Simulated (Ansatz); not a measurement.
Runs of Ansatz 0.2.0 on CdSe. It takes space group F-43m (No. 216, cubic). Conventional cell: a = 6.141 Å, b = 6.141 Å, c = 6.141 Å, α = 90.00°, β = 90.00°, γ = 90.00°. Cd (site symmetry -43m) has 4 Se at 2.66 Å as nearest neighbours. Se (site symmetry -43m) has 4 Cd at 2.66 Å as nearest neighbours. Measurements of this composition are mostly on another form, of space group No. 186.

```tsv
task	level	spin	cell	cutoff (eV)	points for each segment of the path	gap on the mesh (eV)	pressure (GPa)	V0 of scaled cells (Å³/atom)	relaxed volume (Å³/atom)	B0 (GPa)
band structure	BLYP	off	as given	420	14	0.47	(a)	-	-	-
relaxation of cell and atoms	LDA	off	relaxed	420	-	0.40	0.0	-	27.11	-
relaxation of cell and atoms	exchange-only PBE	off	relaxed	420	-	-	0.0	-	(b)	-
relaxation of cell and atoms	rPW86-PBE+rVV10	off	relaxed	420	-	-	0.0	-	29.91	-
equation of state	r2SCAN	off	as given	500	-	-	-	28.84	-	52
relaxation of cell and atoms	RPBE+D4	off	relaxed	420	-	0.75	0.0	-	28.57	-
equation of state	PBEsol	SOC, no magnetisation	as given	420	-	-	-	28.10	-	52
```

Alike in all rows: potentials or basis Ansatz PAW; k mesh 8 × 8 × 8; smearing fermi-dirac 0.05 eV.

**Question.** Estimate the missing entries.

**Answer.** (a) 4.0; (b) 35.25.

Caveats: the PAW data sets come from PBE, with cores solved anew for the run's functional, which leaves a small shift of forces and pressure (some runs); the plane-wave basis is chosen anew once the cell has moved, so the energies of steps on either side of that aren't comparable (some runs); the volume moved by over 15 % at a fixed basis, so the end points are rough (some runs); the PAW data sets were made with another functional, which shifts forces and pressure a little (some runs).

A k mesh can miss the band edges, and rows without SOC leave out spin-orbit coupling on Cd, Se.

Runs at the PBE level aren't shown here.
